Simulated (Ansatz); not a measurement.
# Cu12Cl: the cost of one run

Computed with Ansatz 0.2.0 (DFT PBE, scalar-relativistic, plane waves, PAW, unless a step's input says otherwise).

2 further runs of the same task are left out: 2 set aside as unsound or not needed.

### Step 1. The structure to begin with

It takes space group Fm-3m (No. 225, cubic). The conventional cell has a = 3.615 Å, b = 3.615 Å, c = 3.615 Å, α = 90.00°, β = 90.00°, γ = 90.00°. Around Cu (site symmetry m-3m) lie 12 Cu at 2.56 Å.

Structure file:

```
CELL_PARAMETERS angstrom
0.00000 1.80750 1.80750
1.80750 0.00000 1.80750
1.80750 1.80750 0.00000
ATOMIC_POSITIONS crystal
Cu 0.00000 0.00000 0.00000
```

The structure comes from the Crystallography Open Database.

### Step 6. Setting up the map

Atoms count from 1 in the order of the input.

Cl is moved over the surface cell; relaxed at each place: the height of the adsorbate's atoms; substrate rigid; the origin of the map has the adsorbate above Cu9.

- position of Cl13 along the first surface vector, from above Cu9: 6 values from 0.000 to 0.833, periodic
- position of Cl13 along the second surface vector, from above Cu9: 6 values from 0.000 to 0.833, periodic

Relaxed at each point: the height of the adsorbate's atoms; substrate rigid. Points are written as (first, second).

The two vectors of the plane (Å): (2.566, 0.000, 0.000); (-1.283, 2.222, 0.000).

(The set-up runs are not shown.)

### Step 7. Grid point (0/6, 0/6) of the map's two axes

File input.yaml:

```yaml
crystal:
  lattice:
    - [5.1319544695, 0.0, 0.0]
    - [-2.5659772347, 4.4444029416, 0.0]
    - [0.0, 0.0, 19.6215699677]
  atoms:
    - { symbol: Cu, position: [0.3333333333, 0.1666666667, 0.203857286] }
    - { symbol: Cu, position: [0.3333333333, 0.6666666667, 0.203857286] }
    - { symbol: Cu, position: [0.8333333333, 0.1666666667, 0.203857286] }
    - { symbol: Cu, position: [0.8333333333, 0.6666666667, 0.203857286] }
    - { symbol: Cu, position: [0.1666666667, 0.3333333333, 0.3088787987] }
    - { symbol: Cu, position: [0.1666666667, 0.8333333333, 0.3088787987] }
    - { symbol: Cu, position: [0.6666666667, 0.3333333333, 0.3088787987] }
    - { symbol: Cu, position: [0.6666666667, 0.8333333333, 0.3088787987] }
    - { symbol: Cu, position: [0.0, 0.0, 0.4139103028] }
    - { symbol: Cu, position: [0.0, 0.5, 0.4139103028] }
    - { symbol: Cu, position: [0.5, 0.0, 0.4139103028] }
    - { symbol: Cu, position: [0.5, 0.5, 0.4139103028] }
    - { symbol: Cl, position: [0.0, 0.0, 0.5331668151] }
basis:
  ecutwfc: 420
kpoints:
  mp_grid: { grid: [6, 6, 1] }
hamiltonian:
  xc: pbe
  pseudopotentials: { kind: paw, azcp: { folder: soft_1 } }
scf:
  occupations: { method: gaussian, width: 0.1 }
output:
  forces: true
  eigenvalues: true
relax:
  adjacent_minimum: "off"
  f_tol: 0.025
  max_steps: 16
  constraints:
    - { sites: [0, 1, 2, 3, 4, 5, 6, 7, 8, 9, 10, 11] }
    - { sites: [12], fix: xy }
efield:
  axis: 3
  dipole_correction: true
  ramp_width: 0.04
```

Command:

```
ansatz run input.yaml --threads 4 --pin off --max-ram 12288MiB --backend cpu --events-out ev --progress --plain --runs-dir out
```

Q: Estimate wall time and peak memory on 4 threads of AMD EPYC, shared host.

About 2.4 min, with a peak of 1.6 GiB.
